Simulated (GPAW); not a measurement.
Si2Mo:

```xyz
9
Lattice="4.5855 0.0000 0.0000 -2.2927 3.9711 0.0000 0.0000 0.0000 6.5798" Properties=species:S:1:pos:R:3 pbc="T T T"
Mo    1.1464    1.9856    5.4831
Mo   -1.1464    1.9856    1.0966
Mo    2.2927    0.0000    3.2899
Si    0.0000    1.3015    3.2899
Si    1.1656    3.3204    1.0966
Si    3.4583    0.6508    5.4831
Si    2.2927    2.6696    3.2899
Si    1.1272    0.6508    1.0966
Si   -1.1656    3.3204    5.4831
```

Measurements of this composition are mostly on another form, of space group No. 139.

Base run:

| Quantity | Value |
| --- | --- |
| Program | GPAW 26.7.0 |
| Functional | PBEsol |
| Potentials or basis | PAW data sets generated in the run's folder for this functional |
| Cutoff | 600 eV |
| Basis | pw |
| k mesh | 5 × 5 × 3 |
| Occupations | fermi-dirac, width 0.05 eV |
| Spin | no spin polarisation |

Its results: pressure -0.9 GPa; largest force 0.052 eV/Å.

**Question.** The run is repeated on the same cell with these changes: functional from PBEsol to LDA; potentials or basis from PAW data sets generated in the run's folder for this functional to the program's PAW data sets (release 1.2.1) made for this functional. What comes out?

**Answer.** Pressure -4.6 GPa; largest force 0.065 eV/Å.
